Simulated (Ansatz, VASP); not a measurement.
# Cross-check of NiTe2 (Melonite) between VASP and Ansatz

Aim: how closely do two programs agree when they are given the same cell, functional and k mesh?

Method: plane waves, with VASP 6.6.1 beside it; relaxation of cell and atoms at r2SCAN and relaxation of cell and atoms at r2SCAN with rVV10, in Ansatz 0.2.0.

The database entry behind the starting cell differs from later determinations by our own check (c about 0.7 % long), so it need not match the best structure at ambient conditions.

**1. The structure**

It takes space group P-3m1 (No. 164, trigonal). The conventional cell has a = 3.861 Å, b = 3.861 Å, c = 5.297 Å, α = 90.00°, β = 90.00°, γ = 120.00°. Nearest to Ni lie 6 Te at 2.59 Å. Nearest to Te lie 3 Ni at 2.59 Å. Farther neighbours and most contacts between anions are not listed.

**2. VASP: relaxation of cell and atoms, r2SCAN**

The relaxed volume is the usual yardstick between codes: its relative difference is about their pressure difference at one cell divided by the bulk modulus.

Lines of VASP's logs that name or quote its potential files are left out, and so is its time.

The input, INCAR:

```
SYSTEM = NiTe2
PREC = Accurate
ENCUT = 520
EDIFF = 1E-06
NELM = 100
ISMEAR = -1
SIGMA = 0.05
LREAL = .FALSE.
ALGO = Normal
METAGGA = R2SCAN
LASPH = .TRUE.
NBANDS = 18
ISPIN = 2
MAGMOM = 1 0 0
LMAXMIX = 4
LORBIT = 11
LWAVE = .FALSE.
LCHARG = .FALSE.
KPAR = 4
IBRION = 2
NSW = 60
ISIF = 3
EDIFFG = -0.01
```

The input, POSCAR:

```
NiTe2
1.0
    3.8610000000      0.0000000000      0.0000000000
   -1.9305000000      3.3437240840      0.0000000000
    0.0000000000      0.0000000000      5.2970000000
Ni Te
1 2
Direct
    0.0000000000      0.0000000000      0.0000000000
    0.3333333333      0.6666666667      0.2500000000
    0.6666666667      0.3333333333      0.7500000000
```

The input, KPOINTS:

```
Automatic mesh
0
Gamma
7 7 4
0 0 0
```

PAW data sets: Ni and Te (PBE family, release 64).

Run with:

```
$ mpirun -np 4 vasp_std
```

Numbers of over 12 decimals in the logs are rounded to 6 here.

The log of the run:

```text
[banner, memory and clock lines left out]
running    4 mpi-ranks, on    1 nodes
 distrk:  each k-point on    1 cores,    4 groups
 distr:  one band on    1 cores,    1 groups

 POSCAR found type information on POSCAR NiTe
 POSCAR found :  2 types and       3 ions
|                                                                             |
|               ----> ADVICE to this user running VASP <----                  |
|                                                                             |
|     You enforced a specific xc type in the INCAR file but a different       |
|     [... a line on the potential file left out ...]
|     I HOPE YOU KNOW WHAT YOU ARE DOING!                                     |
|                                                                             |

 LDA part: xc-table for (None), standard interpolation
 POSCAR, INCAR and KPOINTS ok, starting setup
 FFT: planning ... GRIDC
 FFT: planning ... GRID_SOFT
 FFT: planning ... GRID
 WAVECAR not read
 entering main loop
       N       E                     dE             d eps       ncg     rms          rms(c)
DAV:   1     0.650466269615E+02    0.65047E+02   -0.90400E+03  2016   0.114E+03
DAV:   2    -0.590534156827E+02   -0.12410E+03   -0.11895E+03  2140   0.238E+02
DAV:   3    -0.673100958820E+02   -0.82567E+01   -0.80503E+01  2464   0.690E+01
DAV:   4    -0.674983744671E+02   -0.18828E+00   -0.18765E+00  2486   0.962E+00
DAV:   5    -0.675034849474E+02   -0.51105E-02   -0.51102E-02  2642   0.172E+00    0.140E+01
DAV:   6    -0.685309396898E+02   -0.10275E+01   -0.37200E+01  2164   0.116E+02    0.222E+01
DAV:   7    -0.636205586200E+02    0.49104E+01   -0.74091E+00  2582   0.654E+01    0.666E+00
DAV:   8    -0.635954149558E+02    0.25144E-01   -0.28542E+00  2512   0.309E+01    0.487E+00
DAV:   9    -0.634970842232E+02    0.98331E-01   -0.55337E-01  2554   0.114E+01    0.147E+00
DAV:  10    -0.634950957824E+02    0.19884E-02   -0.48562E-02  2886   0.305E+00    0.722E-01
DAV:  11    -0.634961295256E+02   -0.10337E-02   -0.47700E-03  2186   0.496E-01    0.369E-01
DAV:  12    -0.634963767987E+02   -0.24727E-03   -0.46744E-04  2582   0.291E-01    0.160E-01
DAV:  13    -0.634962797852E+02    0.97014E-04   -0.20328E-04  2404   0.239E-01    0.652E-02
DAV:  14    -0.634962565242E+02    0.23261E-04   -0.70561E-05  2894   0.126E-01    0.229E-02
DAV:  15    -0.634962558541E+02    0.67007E-06   -0.15506E-05  3050   0.458E-02    0.652E-03
DAV:  16    -0.634962563776E+02   -0.52351E-06   -0.11389E-06  1112   0.130E-02
   1 F= -.63496256E+02 E0= -.63491228E+02  d E =-.634963E+02  mag=     0.0004
[... from here on, the cycles between the ionic steps are left out ...]
   2 F= -.63500578E+02 E0= -.63495804E+02  d E =-.432176E-02  mag=     0.0001
   3 F= -.63500491E+02 E0= -.63495828E+02  d E =-.423467E-02  mag=     0.0000
   7 F= -.63505145E+02 E0= -.63500645E+02  d E =-.854678E-03  mag=    -0.0000
   8 F= -.63505390E+02 E0= -.63500872E+02  d E =-.109995E-02  mag=    -0.0000
   9 F= -.63505929E+02 E0= -.63501423E+02  d E =-.538628E-03  mag=    -0.0000
  10 F= -.63505948E+02 E0= -.63501449E+02  d E =-.558557E-03  mag=    -0.0000
  11 F= -.63506064E+02 E0= -.63501590E+02  d E =-.115923E-03  mag=     0.0000
  12 F= -.63506164E+02 E0= -.63501732E+02  d E =-.215624E-03  mag=    -0.0000
  13 F= -.63506048E+02 E0= -.63501700E+02  d E =-.995201E-04  mag=    -0.0000
  14 F= -.63506175E+02 E0= -.63501768E+02  d E =-.226293E-03  mag=    -0.0000
  15 F= -.63506176E+02 E0= -.63501762E+02  d E =-.227441E-03  mag=    -0.0000
  16 F= -.63506176E+02 E0= -.63501765E+02  d E =-.227457E-03  mag=    -0.0000
 curvature:  -1.07 expect dE=-0.819E-04 dE for cont linesearch -0.478E-06
 trial: gam= 0.35576 g(F)=  0.323E-04 g(S)=  0.442E-04 ort =-0.123E-04 (trialstep = 0.126E+01)
 search vector abs. value=  0.110E-03
 bond charge predicted
       N       E                     dE             d eps       ncg     rms          rms(c)
DAV:   1    -0.635062976876E+02   -0.12142E-03   -0.42460E-03  2172   0.669E-01    0.123E-01
DAV:   2    -0.635070034263E+02   -0.70574E-03   -0.45895E-03  2324   0.135E+00    0.276E-01
DAV:   3    -0.635061778444E+02    0.82558E-03   -0.24121E-03  2248   0.102E+00    0.233E-02
DAV:   4    -0.635061990379E+02   -0.21194E-04   -0.80783E-05  2144   0.568E-02    0.170E-02
DAV:   5    -0.635061975607E+02    0.14773E-05   -0.54644E-06  2020   0.408E-02    0.603E-03
DAV:   6    -0.635061980327E+02   -0.47208E-06   -0.85152E-07  1466   0.773E-03
  17 F= -.63506198E+02 E0= -.63501801E+02  d E =-.220893E-04  mag=     0.0000
 trial-energy change:   -0.000022  1 .order   -0.000028   -0.000091    0.000036
 step:   0.8311(harm=  0.9050)  dis= 0.00132  next Energy=   -63.506204 (dE=-0.284E-04)
 reached required accuracy - stopping structural energy minimisation
```

From OUTCAR (step 2):

```text
ion  position               nearest neighbor table
   1  0.000  0.000  0.000-   2 2.59   3 2.59   2 2.59   3 2.59   3 2.59   2 2.59
   2  0.333  0.667  0.250-   1 2.59   1 2.59   1 2.59   3 3.46   3 3.46   3 3.46   3 3.46   3 3.46
                             3 3.46
   3  0.667  0.333  0.750-   1 2.59   1 2.59   1 2.59   2 3.46   2 3.46   2 3.46   2 3.46   2 3.46
                             2 3.46

  LATTYP: Found a hexagonal cell.
 ALAT       =     3.8610000000
 C/A-ratio  =     1.3719243719

 Subroutine GETGRP returns: Found 12 space group operations
 (whereof 12 operations were pure point group operations)

The static configuration has the point symmetry D_3d.

 Found     28 irreducible k-points:

   k-points           NKPTS =     28   k-points in BZ     NKDIM =     28   number of bands    NBANDS=     18

   dimension x,y,z NGX =    30 NGY =   30 NGZ =   40
   dimension x,y,z NGXF=    60 NGYF=   60 NGZF=   80

   ENCUT  =  520.0 eV  38.22 Ry    6.18 a.u.   7.18  7.18  9.85*2*pi/ulx,y,z

   NELECT =      22.0000    total number of electrons

 k-points in reciprocal lattice and weights: Automatic mesh
   0.00000000  0.00000000  0.00000000       0.005
   0.14285714  0.00000000  0.00000000       0.031
   0.28571429  0.00000000  0.00000000       0.031
   0.42857143  0.00000000  0.00000000       0.031
   0.14285714  0.14285714  0.00000000       0.031
   0.28571429  0.14285714  0.00000000       0.061
   0.42857143  0.14285714  0.00000000       0.031
   0.28571429  0.28571429  0.00000000       0.031
   0.00000000  0.00000000  0.25000000       0.010
[...]
0.42857143  0.14285714  0.50000000       0.031
   0.28571429  0.28571429  0.50000000       0.031

 average (electrostatic) potential at core
       1 -89.1897       2 -92.0311       3 -92.0311

 E-fermi :   7.7918

 spin component 1
 k-point     1 :       0.0000    0.0000    0.0000
  band No.  band energies     occupation
    ...
      4       3.9610      1.00000
      5       3.9610      1.00000
      6       5.3971      1.00000
      7       5.3972      1.00000
      8       5.8807      1.00000
      9       8.0153      0.01132
     10       8.0153      0.01132
     11       8.8354      0.00000
     12       8.8354      0.00000
     13       9.9917      0.00000
    ...

 k-point     2 :       0.1429    0.0000    0.0000
  band No.  band energies     occupation
    ...
      6       5.2200      1.00000
      7       5.3046      1.00000
      8       5.7644      1.00000
      9       6.5814      1.00000
     10       7.1983      0.99999
     11       8.2596      0.00009
     12       9.3773      0.00000
     13       9.7651      0.00000
     14      12.8179      0.00000
     15      13.9469      0.00000
    ...

 k-point     3 :       0.2857    0.0000    0.0000
  band No.  band energies     occupation
    ...
      7       5.0881      1.00000
      8       5.4544      1.00000
      9       5.9282      1.00000
     10       6.2149      1.00000
     11       6.9100      1.00000
     12       8.9397      0.00000
     13       9.7033      0.00000
     14      11.8338      0.00000
     15      14.7171      0.00000
     16      14.7365      0.00000
    ...

 k-point     4 :       0.4286    0.0000    0.0000
  band No.  band energies     occupation
    ...
      7       4.8482      1.00000
      8       4.9094      1.00000
      9       5.5966      1.00000
     10       5.6609      1.00000
     11       5.9829      1.00000
     12       8.0162      0.01111
     13       9.7709      0.00000
     14      11.3467      0.00000
     15      14.0909      0.00000
     16      14.1777      0.00000
    ...

 k-point     5 :       0.1429    0.1429    0.0000
  band No.  band energies     occupation
    ...
      6       4.4754      1.00000
      7       5.0910      1.00000
      8       5.5519      1.00000
      9       6.0349      1.00000
     10       6.0840      1.00000
     11       8.2512      0.00010
     12       8.6009      0.00000
     13       9.4380      0.00000
     14      12.9380      0.00000
     15      13.6846      0.00000
    ...

 k-point     6 :       0.2857    0.1429    0.0000
  band No.  band energies     occupation
    ...
      7       4.8355      1.00000
      8       5.4002      1.00000
      9       5.5521      1.00000
     10       5.7732      1.00000
     11       6.9288      1.00000
     12       8.1701      0.00052
     13       8.8867      0.00000
     14      12.1748      0.00000
     15      13.2349      0.00000
     16      15.3563      0.00000
    ...

  Total        0.0279257      0.0279257     -0.0019349      0.0000000      0.0000000      0.0000000
  in kB        0.6445998      0.6445998     -0.0446623      0.0000000      0.0000000      0.0000000
  external PRESSURE =       0.4148458 kB  Pullay stress =       0.0000000 kB

  energy-cutoff  :      520.00
  volume of cell :       69.41
      direct lattice vectors                 reciprocal lattice vectors
     3.855317644  0.000000000 -0.000000000     0.259382000  0.149754267 -0.000000000
    -1.927658822  3.338803019  0.000000000    -0.000000000  0.299508535 -0.000000000
    -0.000000000  0.000000000  5.392303040     0.000000000 -0.000000000  0.185449518

 POSITION                                       TOTAL-FORCE (eV/Angst)
 -----------------------------------------------------------------------------------
     -1.92766      3.33880      5.39230        -0.000000     -0.000000      0.000000
     -0.00000      2.22587      1.30454        -0.000000      0.000000      0.006719
      1.92766      1.11293      4.08776         0.000000     -0.000000     -0.006719
 -----------------------------------------------------------------------------------
    total drift:                               -0.000000      0.000000     -0.000000

  FREE ENERGIE OF THE ION-ELECTRON SYSTEM (eV)
  ---------------------------------------------------
  free  energy   TOTEN  =       -63.5061980327 eV

  energy  without entropy=      -63.4974043445  energy(sigma->0) =      -63.50180119

 reached required accuracy - stopping structural energy minimisation

 total charge
# of ion       s       p       d       tot
------------------------------------------
    1        0.446   0.530   8.390   9.366
    2        1.406   1.906   0.060   3.373
    3        1.406   1.906   0.060   3.373
--------------------------------------------------
tot          3.258   4.343   8.510  16.112

 magnetization (x)
# of ion       s       p       d       tot
------------------------------------------
    1        0.000   0.000   0.000   0.000
    2       -0.000   0.000  -0.000   0.000
    3       -0.000   0.000  -0.000   0.000
--------------------------------------------------
tot          0.000   0.000   0.000   0.000

[... 5 further parts left out ...]
```

CONTCAR:

```
NiTe2
   1.00000000000000
     3.8553176438939718    0.0000000000000000   -0.0000000000000000
    -1.9276588219469859    3.3388030192588833    0.0000000000000001
    -0.0000000000000000    0.0000000000000002    5.3923030404209706
  Ni              Te
     1     2
Direct
     0.0000000000000000    1.0000000000000000    1.0000000000000000
     0.3333333332999970    0.6666666667000030    0.2419261376137071
     0.6666666667000030    0.3333333332999970    0.7580738623862930
```

The moments of VASP's start collapse, so its state is non-magnetic. The k-mesh is coarse for a metal. The bonds form layers, held to each other by dispersion, which r2SCAN holds only at short range, so the spacing between them may come out too wide.

(Continued in part 2 of 2.)

[Lines on the potential files, build, host, timing and source positions are cut from VASP's logs without a mark.]

[Logs are printed without paths, hosts, clocks, repeated set-up lines and the standing remarks that a program may print on its own settings, such as how far it seeks lower states.]

[Hosts, paths, dates, database ids (printed as entryN), source tags and the programs' standing remarks are cut or masked in the printed files.]
